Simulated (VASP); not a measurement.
# Ag (Im-3m) in VASP: a series of runs, part 2 of 2

VASP 6.6.1.

## (3) Equation of state, PBE, 17.43 Å³/atom (volume scaled by 0.96)

The input, INCAR:

```
SYSTEM = Ag
PREC = Accurate
ENCUT = 520
EDIFF = 1E-7
ISMEAR = -1
SIGMA = 0.05
LREAL = .False.
LASPH = .True.
NELM = 60
ALGO = Normal
ISIF = 2
LWAVE = .False.
LCHARG = .False.
GGA = PE
NBANDS = 12
```

The input, KPOINTS:

```
Automatic mesh
0
Gamma
  11 11 11
  0 0 0
```

The input, POSCAR:

```
Ag
1.0
   -1.6332775543      1.6332775543      1.6332775543
    1.6332775543     -1.6332775543      1.6332775543
    1.6332775543      1.6332775543     -1.6332775543
Ag
1
Direct
    0.0000000000      0.0000000000      0.0000000000
```

Potentials or basis: VASP PAW PBE potentials, release 64 (Ag).

Launch:

```bash
cat potpaw_PBE.64/Ag/POTCAR > POTCAR
mpirun -np 1 vasp_std > vasp.out
```

Run time: 6 s. Hardware: 1 thread of Intel Xeon Platinum 8559C (Emerald Rapids), shared host; peak memory 0.14 GiB.

Results (log left out):

| Quantity | Value |
| --- | --- |
| Free energy | -2.6912 eV |
| Pressure | 3.0 GPa |
| Band gap on the k mesh | none (metal or under the smearing width) |

## (4) Equation of state, PBE, 17.79 Å³/atom (volume scaled by 0.98)

The input, INCAR:

```
ALGO = Normal
EDIFF = 1E-7
ENCUT = 520
GGA = PE
ISIF = 2
ISMEAR = -1
LASPH = True
LCHARG = False
LREAL = False
LWAVE = False
NBANDS = 12
NELM = 100
PREC = Accurate
SIGMA = 0.05
```

The input, KPOINTS:

```
k-points
0
Gamma
  11 11 11
```

The input, POSCAR:

```
Ag
1.0
   -1.6445418934      1.6445418934      1.6445418934
    1.6445418934     -1.6445418934      1.6445418934
    1.6445418934      1.6445418934     -1.6445418934
Ag
1
Direct
    0.0000000000      0.0000000000      0.0000000000
```

Launch:

```bash
cat potpaw_PBE.64/Ag/POTCAR > POTCAR
mpirun -np 1 vasp_std > vasp.out
```

Run time: 6.2 s. Hardware: 1 thread of Intel Xeon Platinum 8559C (Emerald Rapids), shared host; peak memory 0.14 GiB.

The run converged. Its results:

```yaml
Free_energy: -2.6957 eV
Pressure: 0.9 GPa
Band_gap_on_the_k_mesh: none (metal or under the smearing width)
```

## (5) Equation of state, PBE, 18.52 Å³/atom (volume scaled by 1.02)

The input, INCAR:

```
  ALGO = Normal
  EDIFF = 1E-7
  ENCUT = 520
  GGA = PE
  ISIF = 2
  ISMEAR = -1
  LASPH = T
  LCHARG = F
  LREAL = F
  LWAVE = F
  NBANDS = 12
  NELM = 100
  PREC = Accurate
  SIGMA = 0.05
```

KPOINTS is that of step 4.

The input, POSCAR:

```
Ag
1.0
   -1.6666189156      1.6666189156      1.6666189156
    1.6666189156     -1.6666189156      1.6666189156
    1.6666189156      1.6666189156     -1.6666189156
Ag
1
Direct
    0.0000000000      0.0000000000      0.0000000000
```

Launch:

```bash
cat potpaw_PBE.64/Ag/POTCAR > POTCAR
mpirun -np 1 vasp_std > vasp.out
```

Run time: 6.5 s. Hardware: 1 thread of Intel Xeon Platinum 8559C (Emerald Rapids), shared host; peak memory 0.14 GiB.

Results (log left out):

```yaml
Free_energy: -2.6920 eV
Pressure: -2.5 GPa
Band_gap_on_the_k_mesh: none (metal or under the smearing width)
```

## (6) Equation of state, PBE, 18.88 Å³/atom (volume scaled by 1.04)

The input, INCAR:

```
SYSTEM = Ag
PREC = Accurate ; ENCUT = 520
EDIFF = 1E-7 ; ISMEAR = -1
SIGMA = 0.05 ; LREAL = .FALSE.
LASPH = .TRUE. ; NELM = 100
ALGO = Normal ; ISIF = 2
LWAVE = .FALSE. ; LCHARG = .FALSE.
GGA = PE ; NBANDS = 12
```

The input, KPOINTS:

```
regular mesh
0
G
  11 11 11
  0 0 0
```

The input, POSCAR:

```
Ag
1.0
   -1.6774414196      1.6774414196      1.6774414196
    1.6774414196     -1.6774414196      1.6774414196
    1.6774414196      1.6774414196     -1.6774414196
Ag
1
Direct
    0.0000000000      0.0000000000      0.0000000000
```

Potentials or basis: VASP PAW PBE potentials, release 64 (Ag).

Launch:

```bash
cat potpaw_PBE.64/Ag/POTCAR > POTCAR
mpirun -np 1 vasp_std > vasp.out
```

Run time: 6.1 s. Hardware: 1 thread of Intel Xeon Platinum 8559C (Emerald Rapids), shared host; peak memory 0.14 GiB.

Results (log left out):

| Quantity | Value |
| --- | --- |
| Free energy | -2.6849 eV |
| Pressure | -3.9 GPa |
| Band gap on the k mesh | none (metal or under the smearing width) |

## (7) Equation of state, PBE, 19.24 Å³/atom (volume scaled by 1.06)

The input, INCAR:

```
SYSTEM = Ag
PREC = Accurate
ENCUT = 520
EDIFF = 1E-7
ISMEAR = -1
SIGMA = 0.05
LREAL = .FALSE.
LASPH = .TRUE.
NELM = 100
ALGO = Normal
ISIF = 2
LWAVE = .FALSE.
LCHARG = .FALSE.
GGA = PE
NBANDS = 12
```

The input, KPOINTS:

```
Automatic mesh
0
G
  11 11 11
  0 0 0
```

The input, POSCAR:

```
Ag
1.0
   -1.6881260479      1.6881260479      1.6881260479
    1.6881260479     -1.6881260479      1.6881260479
    1.6881260479      1.6881260479     -1.6881260479
Ag
1
Direct
    0.0000000000      0.0000000000      0.0000000000
```

Launch:

```bash
cat potpaw_PBE.64/Ag/POTCAR > POTCAR
mpirun -np 1 vasp_std > vasp.out
```

It took 6.2 s on 1 thread of Intel Xeon Platinum 8559C (Emerald Rapids), shared host; peak memory 0.13 GiB.

It converged, with:

```yaml
Free_energy: -2.6749 eV
Pressure: -5.1 GPa
Band_gap_on_the_k_mesh: none (metal or under the smearing width)
```

## (8) Equation of state, PBE

This step only gathers the single runs of the series.

Results:

| Item | Value |
| --- | --- |
| Equilibrium volume | 17.98 Å³/atom |
| Bulk modulus | 89 GPa |
| Pressure derivative of the bulk modulus | 5.7 |

Energy against volume, from the lowest point:
| volume (Å³/atom) | energy (meV/atom) |
| --- | --- |
| 17.065 | 14.08 |
| 17.428 | 4.57 |
| 17.791 | 0.09 |
| 18.154 | 0.00 |
| 18.517 | 3.76 |
| 18.880 | 10.85 |
| 19.243 | 20.86 |

## (9) Equation of state, PBEsol, 17.06 Å³/atom (volume scaled by 0.94)

The input, INCAR:

```
PREC = Accurate ; ENCUT = 520
EDIFF = 1E-7 ; ISMEAR = -1
SIGMA = 0.05 ; LREAL = F
LASPH = T ; NELM = 100
ALGO = Normal ; ISIF = 2
LWAVE = F ; LCHARG = F
GGA = PS ; NBANDS = 12
```

The input, KPOINTS:

```
regular mesh
0
Gamma
  11 11 11
```

The input, POSCAR:

```
Ag
1.0
   -1.6218556592      1.6218556592      1.6218556592
    1.6218556592     -1.6218556592      1.6218556592
    1.6218556592      1.6218556592     -1.6218556592
Ag
1
Direct
    0.0000000000      0.0000000000      0.0000000000
```

Potentials or basis: VASP PAW PBE potentials, release 64 (Ag).

Launch:

```bash
cat potpaw_PBE.64/Ag/POTCAR > POTCAR
mpirun -np 1 vasp_std > vasp.out
```

Wall time 7.5 s (1 thread of Intel Xeon Platinum 8259CL at 2.50GHz (Skylake/Cascade Lake), shared host); peak memory 0.14 GiB.

It converged, with:

```yaml
Free_energy: -3.2796 eV
Pressure: -2.0 GPa
Band_gap_on_the_k_mesh: none (metal or under the smearing width)
```

Caveat: the PAW data sets were made with another functional, which shifts forces and pressure a little.

## (10) Equation of state, PBEsol, 17.43 Å³/atom (volume scaled by 0.96)

INCAR is that of step 9.

KPOINTS is that of step 9.

The input, POSCAR:

```
Ag
1.0
   -1.6332775543      1.6332775543      1.6332775543
    1.6332775543     -1.6332775543      1.6332775543
    1.6332775543      1.6332775543     -1.6332775543
Ag
1
Direct
    0.0000000000      0.0000000000      0.0000000000
```

Launch:

```bash
cat potpaw_PBE.64/Ag/POTCAR > POTCAR
mpirun -np 1 vasp_std > vasp.out
```

Run time: 7.9 s. Hardware: 1 thread of Intel Xeon Platinum 8259CL at 2.50GHz (Skylake/Cascade Lake), shared host; peak memory 0.14 GiB.

It converged, with:

```
Free energy            : -3.2729 eV
Pressure               : -4.1 GPa
Band gap on the k mesh : none (metal or under the smearing width)
```

Caveat: the PAW data sets were made with another functional, which shifts forces and pressure a little.

## (11) Equation of state, PBEsol, 17.79 Å³/atom (volume scaled by 0.98)

INCAR is that of step 10.

KPOINTS is that of step 10.

The input, POSCAR:

```
Ag
1.0
   -1.6445418934      1.6445418934      1.6445418934
    1.6445418934     -1.6445418934      1.6445418934
    1.6445418934      1.6445418934     -1.6445418934
Ag
1
Direct
    0.0000000000      0.0000000000      0.0000000000
```

Launch:

```bash
cat potpaw_PBE.64/Ag/POTCAR > POTCAR
mpirun -np 1 vasp_std > vasp.out
```

Run time: 7.4 s. Hardware: 1 thread of Intel Xeon Platinum 8259CL at 2.50GHz (Skylake/Cascade Lake), shared host; peak memory 0.14 GiB.

The run converged. Its results:

```yaml
Free_energy: -3.2618 eV
Pressure: -5.9 GPa
Band_gap_on_the_k_mesh: none (metal or under the smearing width)
```

Caveat: the PAW data sets were made with another functional, which shifts forces and pressure a little.

## (12) Equation of state, PBEsol, 18.52 Å³/atom (volume scaled by 1.02)

INCAR is that of step 11.

KPOINTS is that of step 11.

The input, POSCAR:

```
Ag
1.0
   -1.6666189156      1.6666189156      1.6666189156
    1.6666189156     -1.6666189156      1.6666189156
    1.6666189156      1.6666189156     -1.6666189156
Ag
1
Direct
    0.0000000000      0.0000000000      0.0000000000
```

Potentials or basis: VASP PAW PBE potentials, release 64 (Ag).

Launch:

```bash
cat potpaw_PBE.64/Ag/POTCAR > POTCAR
mpirun -np 1 vasp_std > vasp.out
```

Wall time 7 s (1 thread of Intel Xeon Platinum 8259CL at 2.50GHz (Skylake/Cascade Lake), shared host); peak memory 0.14 GiB.

It converged, with:

```
Free energy            : -3.2288 eV
Pressure               : -8.7 GPa
Band gap on the k mesh : none (metal or under the smearing width)
```

Caveat: the PAW data sets were made with another functional, which shifts forces and pressure a little.

## (13) Equation of state, PBEsol, 18.88 Å³/atom (volume scaled by 1.04)

INCAR is that of step 12.

KPOINTS is that of step 12.

The input, POSCAR:

```
Ag
1.0
   -1.6774414196      1.6774414196      1.6774414196
    1.6774414196     -1.6774414196      1.6774414196
    1.6774414196      1.6774414196     -1.6774414196
Ag
1
Direct
    0.0000000000      0.0000000000      0.0000000000
```

Launch:

```bash
cat potpaw_PBE.64/Ag/POTCAR > POTCAR
mpirun -np 1 vasp_std > vasp.out
```

Wall time 7.5 s (1 thread of Intel Xeon Platinum 8259CL at 2.50GHz (Skylake/Cascade Lake), shared host); peak memory 0.14 GiB.

The run converged. Its results:

| Quantity | Value |
| --- | --- |
| Free energy | -3.2079 eV |
| Pressure | -9.9 GPa |
| Band gap on the k mesh | none (metal or under the smearing width) |

Caveat: the PAW data sets were made with another functional, which shifts forces and pressure a little.

## (14) Equation of state, PBEsol, 19.24 Å³/atom (volume scaled by 1.06)

INCAR is that of step 13.

KPOINTS is that of step 13.

The input, POSCAR:

```
Ag
1.0
   -1.6881260479      1.6881260479      1.6881260479
    1.6881260479     -1.6881260479      1.6881260479
    1.6881260479      1.6881260479     -1.6881260479
Ag
1
Direct
    0.0000000000      0.0000000000      0.0000000000
```

Launch:

```bash
cat potpaw_PBE.64/Ag/POTCAR > POTCAR
mpirun -np 1 vasp_std > vasp.out
```

Run time: 7.1 s. Hardware: 1 thread of Intel Xeon Platinum 8259CL at 2.50GHz (Skylake/Cascade Lake), shared host; peak memory 0.14 GiB.

The run converged. Its results:

```
Free energy            : -3.1845 eV
Pressure               : -10.9 GPa
Band gap on the k mesh : none (metal or under the smearing width)
```

Caveat: the PAW data sets were made with another functional, which shifts forces and pressure a little.

## (15) Equation of state, PBEsol

Potentials or basis: VASP PAW PBE potentials, release 64 (Ag).

No new run: the results of the series are fitted here.

Results:

```yaml
Equilibrium_volume: "16.78 Å³/atom (rough: see the caveat)"
Bulk_modulus: 116 GPa (rough)
```

Energy against volume, from the lowest point:
```
volume (Å³/atom)  energy (meV/atom)
          17.065               0.00
          17.428               6.70
          17.791              17.78
          18.154              32.65
          18.517              50.79
          18.880              71.73
          19.243              95.07
```

Caveat: the minimum lies outside the volumes run; the PAW data sets were made with another functional, which shifts forces and pressure a little.
